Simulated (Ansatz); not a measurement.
## One structure, 3 elements: PbS, PbSe, TePb

Plane-wave DFT in Ansatz with scalar-relativistic PAW potentials, cutoff 420 eV, Γ-centred meshes chosen by cell and gap, Gaussian smearing with energies taken to zero width. Every cell was relaxed (cell and atoms) in a run of its own, within the symmetry of its start. Functional: PBE.

All members share space group Cmcm and the same sites; only the element on one set of sites changes (S, Se, Te). Members needn't be the stable form of their composition. Energies over the elements, where given, are against the elements' standard states in the same functional (H₂, N₂, O₂ and halogens uncorrected, Hg as a solid). The first member:

Space group Cmcm (No. 63). a = 4.193 Å, b = 12.241 Å, c = 4.295 Å, α = 90.00°, β = 90.00°, γ = 90.00°
```tsv
atom	site	symmetry	x	y	z
Pb	4c	m2m	0.5000	0.6333	0.7500
S	4c	m2m	0.5000	0.8545	0.7500
```

| compound | V (Å³/atom) | a (Å) | b (Å) | c (Å) | gap on mesh (eV) | energy over elements (eV/atom) |
| --- | --- | --- | --- | --- | --- | --- |
| PbS | 27.56 | 4.193 | 12.241 | 4.295 | 1.29 | -0.512 |
| TePb | 35.87 | 4.580 | 13.201 | 4.745 | 0.90 | -0.355 |

Task: Predict the member with Se.

Result: V (Å³/atom) 30.20, a (Å) 4.336, b (Å) 12.428, c (Å) 4.484, gap on mesh (eV) 1.12, energy over elements (eV/atom) -0.517. Interpolating linearly in period between S and Te would give 31.71 Å³/atom (5.0 % too large) and a gap of 1.09 eV, with -0.433 eV/atom over the elements. Over the whole series the volume grows at each step down the group; the gap narrows; binding against the elements is strongest for Se.

Spin-orbit coupling is left out, which matters for the bands of heavy elements. Each cell of TePb holds layers, and where no dispersion correction was added their binding is poorly described. For Tl, Pb and Bi spin-orbit coupling shifts energies too.